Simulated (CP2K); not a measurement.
GaSb:

```
Sb Ga
1.0
     4.32608    0.00000    0.00000
     2.16304    3.74649    0.00000
     2.16304    1.24883    3.53223
Sb Ga
1 1
Direct
  0.75000 0.75000 0.75000
  0.00000 0.00000 0.00000
```

| Property | Result |
| --- | --- |
| Program | CP2K 2026.2 |
| Task | single point |
| Functional | PBE |
| Potentials or basis | POTENTIAL_UZH Sb GTH-PBE-q5, Ga GTH-PBE-q13; TZVP-MOLOPT-PBE-GTH basis |
| Density cutoff | 6123 eV |
| k mesh | 8 × 8 × 8 |
| Occupations | fermi-dirac, width 0.05 eV |
| Spin | no spin polarisation |

On this cell: pressure 2.9 GPa; largest force zero by symmetry; band gap on the k mesh 0.08 eV, direct.

The same run follows on a disturbed copy (atoms moved at random, drawn with an rms of 0.05 Å):

```
Sb Ga
1.0
     4.32608    0.00000    0.00000
     2.16304    3.74649    0.00000
     2.16304    1.24883    3.53223
Sb Ga
1 1
Direct
  0.74950 0.74169 0.75242
  0.99713 0.00999 0.00122
```

Question: What changes?

Answer: The energy moves by +11.2 meV/atom; pressure 3.1 GPa; largest force 0.629 eV/Å; band gap on the k mesh 0.12 eV, direct.

Forces on the atoms (eV/Å):
```
Sb   0.187  0.593 -0.071
Ga  -0.197 -0.585  0.124
```

Stress tensor (GPa, compression positive):
```
 2.00 -0.40 -0.23
-0.40  4.51 -0.92
-0.23 -0.92  2.88
```

The forces don't sum to zero, so they hold noise of the program's grid.

Caveats: spin-orbit coupling is left out, which moves the levels of the heavy elements; the basis of atomic orbitals isn't converged, which shifts pressures, moduli and gaps.

A k mesh can miss the band edges.
